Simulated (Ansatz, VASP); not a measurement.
# BeS in VASP and in Ansatz

The input INCAR:

```
  PREC = Accurate
  ENCUT = 520
  EDIFF = 1E-6
  ISMEAR = -1
  SIGMA = 0.02
  LREAL = False
  LASPH = True
  NELM = 100
  ALGO = Normal
  ISIF = 2
  LWAVE = False
  LCHARG = False
  GGA = PE
  NBANDS = 11
```

Contents of KPOINTS:

```
regular mesh
0
Gamma
  7 7 7
```

File POSCAR:

```
BeS
1.0
    0.0000000000      2.4250000000      2.4250000000
    2.4250000000      0.0000000000      2.4250000000
    2.4250000000      2.4250000000      0.0000000000
Be S
1 1
Direct
    0.0000000000      0.0000000000      0.0000000000
    0.7500000000      0.7500000000      0.7500000000
```

Input for Ansatz:

```yaml
crystal:
  lattice:
    - [0.0, 2.425, 2.425]
    - [2.425, 0.0, 2.425]
    - [2.425, 2.425, 0.0]
  atoms:
    - { symbol: Be, position: [0.0, 0.0, 0.0] }
    - { symbol: S, position: [0.75, 0.75, 0.75] }
kpoints:
  mp_grid: { grid: [7, 7, 7] }
scf:
  occupations: { method: fermi_dirac, width: 0.02 }
hamiltonian:
  xc: pbe
  pseudopotentials: { kind: all_electron, lapw: { basis_error: 0.00025 } }
output:
  forces: true
  stress: true
  eigenvalues: true
```

Alike in both runs: task single point; functional PBE; k mesh 7 × 7 × 7; occupations fermi-dirac, width 0.02 eV; no spin polarisation.

|  | VASP | Ansatz |
| --- | --- | --- |
| version | VASP 6.6.1 | Ansatz 0.2.0 |
| potentials or method | VASP PAW PBE potentials, release 64 (Be, S) | all-electron LAPW, scalar-relativistic |
| plane-wave cutoff (eV) | 520 | see its input |

```tsv
	VASP	Ansatz	Ansatz less VASP
gap on the k mesh at the Fermi level (eV)	3.26	3.26	-0.001
pressure (GPa)	1.6	1.5	-0.04
```

Ansatz ran all-electron here, so the differences hold the error of VASP's frozen core and of both bases.

Caveats: an odd mesh through Γ misses points on the zone boundary, where band edges often lie. A hybrid or GW would open this gap; PBE tends to underestimate it.
